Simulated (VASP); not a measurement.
# Na (C2/c) in VASP: single point with PBE

Aim: the single point of Na with PBE.

Program: VASP 6.6.1. These are calculated values, not measurements. Logs are shortened: lines on timing, memory, paths and dates and some standing lists are left out, and cuts for length are marked.

### Step 1. The crystal as given

It takes space group C2/c (No. 15, monoclinic). Conventional cell: a = 3.513 Å, b = 10.227 Å, c = 4.232 Å, α = 90.00°, β = 92.02°, γ = 90.00°. Na (site symmetry 2) is surrounded by 8 Na at 3.41 to 3.71 Å.

The cell was built by a generator and needn't be a form met in nature.

### Step 2. Single point, PBE

INCAR

```
SYSTEM = Na
ALGO     = Fast           ! electronic algorithm
EDIFF    = 1E-7           ! SCF threshold, eV
ENCUT    = 520            ! plane-wave cutoff, eV
GGA      = PE             ! functional
ISIF     = 2              ! what is computed and relaxed
ISMEAR   = 0              ! smearing method
LASPH    = .True.         ! aspherical terms in the spheres
LCHARG   = .True.         ! write CHGCAR
LELF     = .True.         ! ELF
LREAL    = .False.        ! projectors in reciprocal space
LVHAR    = .True.       
LWAVE    = .False.        ! write WAVECAR
NBANDS   = 14             ! bands
NELM     = 100            ! most SCF steps
PREC     = Accurate       ! precision mode
SIGMA    = 0.1            ! smearing width, eV
```

KPOINTS

```
k-points
0
Gamma
  6 6 4
  0 0 0
```

POSCAR

```
Na
1.0
    1.7563665298     -5.1135284397      0.0000000000
    1.7563665298      5.1135284397      0.0000000000
   -0.1491578083      0.0000000000      4.2289064342
Na
2
Direct
    0.8690000000      0.1310000000      0.2500000000
    0.1310000000      0.8690000000      0.7500000000
```

Potentials or basis: VASP PAW PBE potentials, release 64 (Na_pv).

Command:

```bash
> cat potpaw_PBE.64/Na_pv/POTCAR > POTCAR
> mpirun -np 1 vasp_std > vasp.out
```

OUTCAR:

```text
SYSTEM = Na
   EDIFF = 1E-7
   ENCUT = 520
   GGA = PE
   ISIF = 2
   ISMEAR = 0
   LASPH = .True.
   LREAL = .False.
   NELM = 100
   PREC = Accurate

 ion  position               nearest neighbor table
   1  0.869  0.131  0.250-
   2  0.131  0.869  0.750-

  LATTYP: Found a base centered monoclinic cell.
 ALAT       =     3.5127330596
 B/A-ratio  =     2.9114244396
 C/A-ratio  =     1.2046278548
 COS(beta)  =    -0.0352490928

  Lattice vectors:

 A1 = (   1.7563665298,  -5.1135284397,   0.0000000000)
 A2 = (   1.7563665298,   5.1135284397,   0.0000000000)
 A3 = (  -0.1491578083,   0.0000000000,   4.2289064342)

Analysis of symmetry for initial positions (statically):
=====================================================================
 Subroutine PRICEL returns:
 Original cell was already a primitive cell.

 Routine SETGRP: Setting up the symmetry group for a
 base centered monoclinic supercell.

 Subroutine GETGRP returns: Found  4 space group operations
 (whereof  2 operations were pure point group operations)
 out of a pool of  4 trial point group operations.

The static configuration has the point symmetry S_2 .
 The point group associated with its full space group is C_2h.

Analysis of symmetry for dynamics (positions and initial velocities):
=====================================================================
 Subroutine PRICEL returns:
 Original cell was already a primitive cell.

 Routine SETGRP: Setting up the symmetry group for a
 base centered monoclinic supercell.

 Subroutine GETGRP returns: Found  4 space group operations
 (whereof  2 operations were pure point group operations)
 out of a pool of  4 trial point group operations.

The dynamic configuration has the point symmetry S_2 .
 The point group associated with its full space group is C_2h.

 Subroutine INISYM returns: Found  4 space group operations
 (whereof  2 operations are pure point group operations),
 and found     1 'primitive' translations

----------------------------------------------------------------------------------------

                                     Primitive cell

  volume of cell :      75.9616

  direct lattice vectors                    reciprocal lattice vectors
     1.756366530 -5.113528440  0.000000000     0.284678620 -0.097779841  0.010040903
     1.756366530  5.113528440  0.000000000     0.284678620  0.097779841  0.010040903
    -0.149157808  0.000000000  4.228906434     0.000000000  0.000000000  0.236467752

  length of vectors
[... 87 lines left out ...]
   NFREE  =      0    steps in history (QN), initial steepest desc. (CG)
   ISIF   =      2    stress and relaxation
   ISYM   =      2    0-nonsym 1-usesym 2-fastsym
   POTIM  = 0.5000    time-step for ionic-motion
   TEBEG  =    0.0;   TEEND  =   0.0 temperature during run
   PSTRESS=    0.0 pullay stress
   NELECT =      14.0000    total number of electrons
   NUPDOWN=      -1.0000    fix difference up-down
   EMIN   =  10.00;   EMAX   =-10.00  energy-range for DOS
   EFERMI =   0.00;   METHOD = LEGACY
   ISMEAR =     0;   SIGMA  =   0.10  broadening in eV -4-tet -1-fermi 0-gaus
   EFERMI_NEDOS =   21; number of points for ismear=-14 and -15
   IALGO  =     68    algorithm
   IMIX   =      4    mixing-type and parameters
     AMIX     =   0.40;   BMIX     =  1.00
     AMIX_MAG =   1.60;   BMIX_MAG =  1.00
  volume/ion in A,a.u.               =      37.98       256.31
  Fermi-wavevector in a.u.,A,eV,Ry     =   0.931650  1.760564 11.809477  0.867972
  Thomas-Fermi vector in A             =   2.058166
   LORBIT       =      0    0 simple, 1 ext, 2 COOP (PROOUT), +10 PAW based schemes
   GGA     = PE    functional components
   LHFCALC =     F    Hartree Fock is set to
   AEXX    =    0.0000 exact exchange contribution
   IVDW    =     0    specifies the selected vdW correction
   LEPSILON=     F    determine dielectric tensor
   LRPA    =     F    only Hartree local field effects (RPA)
 non-spin polarized calculation
 RMM-DIIS sequential band-by-band and
 Gauss-broadening in eV      SIGMA  =   0.10
  energy-cutoff  :      520.00
  volume of cell :       75.96
 maximum number of plane-waves:      2070
   NGX = 21   NGY = 21   NGZ = 15

 number of electron      14.0000005 magnetization

 Free energy of the ion-electron system (eV)
  ---------------------------------------------------
  ext. energy  EPLUGINS =         0.00000000
  ---------------------------------------------------
  free energy    TOTEN  =        -2.50452486 eV

  energy without entropy =       -2.50009916  energy(sigma->0) =       -2.50231201

 E-fermi :   0.3420     XC(G=0):  -6.4332

 val. band max:        0.2474821743   @ k =   0.3333   0.3333   0.2500
 cond. band min:       0.3638984214   @ k =  -0.3333  -0.3333   0.2500
 fundamental gap:      0.1164162471
 Fermi energy:         0.3420160509

 k-point     1 :       0.0000    0.0000    0.0000
  band No.  band energies     occupation
      1     -24.7774      2.00000
      2     -24.7581      2.00000
      3     -24.7368      2.00000
      4     -24.7341      2.00000
      5     -24.7340      2.00000
      6     -24.7318      2.00000
      7      -2.9631      2.00000
      8       2.4467      0.00000
      9       2.9884      0.00000
     10       5.0943      0.00000
     11       5.5003      0.00000
     12       9.4624      0.00000
     13       9.5240      0.00000
     14      10.0749      0.00000
[... 377 lines left out ...]
      1     -24.7725      2.00000
      2     -24.7534      2.00000
      3     -24.7472      2.00000
      4     -24.7373      2.00000
      5     -24.7332      2.00000
      6     -24.7330      2.00000
      7      -2.2586      2.00000
      8       1.4693      0.00000
      9       1.9721      0.00000
     10       5.2614      0.00000
     11       5.4981      0.00000
     12       8.8990      0.00000
     13       9.4294      0.00000
     14       9.9128      0.00000

 [... further k-points ...]
[... 5 lines left out ...]
  --------------------------------------------------------------------------------------
  -------------------------------------------------------------------------------------
  Total       -0.0738116      0.2757591     -0.1187954      0.0000000      0.0000000      0.0039913
  in kB       -1.5568307      5.8162961     -2.5056257      0.0000000      0.0000000      0.0841853
  external PRESSURE =       0.5846132 kB  Pullay stress =       0.0000000 kB

 VOLUME and BASIS-vectors are now :
 -----------------------------------------------------------------------------
  energy-cutoff  :      520.00
  volume of cell :       75.96
      direct lattice vectors                 reciprocal lattice vectors
     1.756366530 -5.113528440  0.000000000     0.284678620 -0.097779841  0.010040903
     1.756366530  5.113528440  0.000000000     0.284678620  0.097779841  0.010040903
    -0.149157808  0.000000000  4.228906434     0.000000000  0.000000000  0.236467752

 POSITION                                       TOTAL-FORCE (eV/Angst)
 -----------------------------------------------------------------------------------
      1.71908     -3.77378      1.05723         0.000000      0.048835      0.000000
      1.64450      3.77378      3.17168        -0.000000     -0.048835     -0.000000
 -----------------------------------------------------------------------------------
    total drift:                                0.000000      0.000000     -0.000000

  FREE ENERGIE OF THE ION-ELECTRON SYSTEM (eV)
  ---------------------------------------------------
  free  energy   TOTEN  =        -2.5045248591 eV

  energy  without entropy=       -2.5000991576  energy(sigma->0) =       -2.50231201
```

stdout:

```text
POSCAR found type information on POSCAR Na
 POSCAR found :  1 types and       2 ions
 scaLAPACK will be used
 LDA part: xc-table for (Slater+PW92), standard interpolation
 POSCAR, INCAR and KPOINTS ok, starting setup
 FFT: planning ... GRIDC
 FFT: planning ... GRID_SOFT
 FFT: planning ... GRID
 WAVECAR not read
 entering main loop
```

It took 66 s on 1 thread of Intel Xeon Platinum 8175M at 2.50GHz (Skylake/Cascade Lake), shared host; peak memory 0.22 GiB.

Results:

```
Free energy            : -2.5045 eV
Pressure               : 0.1 GPa
Largest force          : 0.049 eV/Å
Band gap on the k mesh : none (metal or under the smearing width)
```

Forces in eV/Å, atoms in the order of the input:
```
Na   0.000  0.049  0.000
Na   0.000 -0.049  0.000
```

Stress tensor (GPa, compression positive):
```
-0.16  0.00  0.01
 0.00  0.58  0.00
 0.01  0.00 -0.25
```

Levels at points of the mesh, in eV from the Fermi level:
```csv
k point,band 5,band 6,band 7,band 8,band 9,band 10
"(0.00, 0.00, 0.00)",-25.08,-25.07,-3.31,2.10,2.65,4.75
"(0.50, 0.00, 0.00)",-25.08,-25.08,0.05,0.18,2.69,3.08
"(0.50, 0.50, 0.00)",-25.08,-25.07,-1.90,-1.77,5.93,6.06
"(0.00, 0.00, 0.50)",-25.08,-25.08,-1.17,-1.17,3.99,3.99
"(0.50, 0.00, 0.50)",-25.08,-25.08,1.75,2.03,2.26,2.53
"(0.50, 0.50, 0.50)",-25.07,-25.07,0.11,0.11,0.40,0.40
```

Caveat: the k mesh is coarse (spacing up to 0.37 Å⁻¹), so the values aren't converged.
